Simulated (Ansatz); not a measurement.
ScAl3:

```
CELL_PARAMETERS angstrom
-2.01280 2.01280 4.42320
2.01280 -2.01280 4.42320
2.01280 2.01280 -4.42320
ATOMIC_POSITIONS crystal
Sc 0.00000 0.00000 0.00000
Al 0.50000 0.50000 0.00000
Al 0.25000 0.75000 0.50000
Al 0.75000 0.25000 0.50000
```

The cell comes from a database or a generator and needn't be the stable form of this composition.

| Property | Result |
| --- | --- |
| Program | Ansatz 0.2.0 |
| Task | single point |
| Functional | PBE |
| Potentials or basis | Ansatz PAW |
| Cutoff | 420 eV (not typed: the program's choice for these potentials) |
| k mesh | 9 × 9 × 9 |
| Occupations | fermi-dirac, width 0.05 eV |
| Spin | no spin polarisation |

On this cell: pressure -0.4 GPa; largest force under 0.003 eV/Å; band gap on the k mesh none (metal or under the smearing width).

The same run follows on a disturbed copy (atoms moved at random, drawn with an rms of 0.05 Å):

```xyz
4
Lattice="-2.0128 2.0128 4.4232 2.0128 -2.0128 4.4232 2.0128 2.0128 -4.4232" Properties=species:S:1:pos:R:3 pbc="T T T"
Sc    0.0019    0.0744    0.0256
Al    0.0123    0.0183    4.4415
Al    1.9957   -0.0097    2.1879
Al   -0.0264    1.9729    2.1955
```

What changes?

The energy (extrapolated to zero smearing) moves by +10.1 meV/atom; pressure -0.1 GPa; largest force 0.739 eV/Å; band gap on the k mesh none (metal or under the smearing width).

Forces in eV/Å, atoms in the order of the input:
```
Sc  -0.030 -0.654 -0.342
Al  -0.100  0.237 -0.077
Al   0.034  0.098  0.211
Al   0.096  0.319  0.209
```

Stress tensor (GPa, compression positive):
```
-0.13 -0.02  0.04
-0.02 -0.14  0.25
 0.04  0.25 -0.14
```
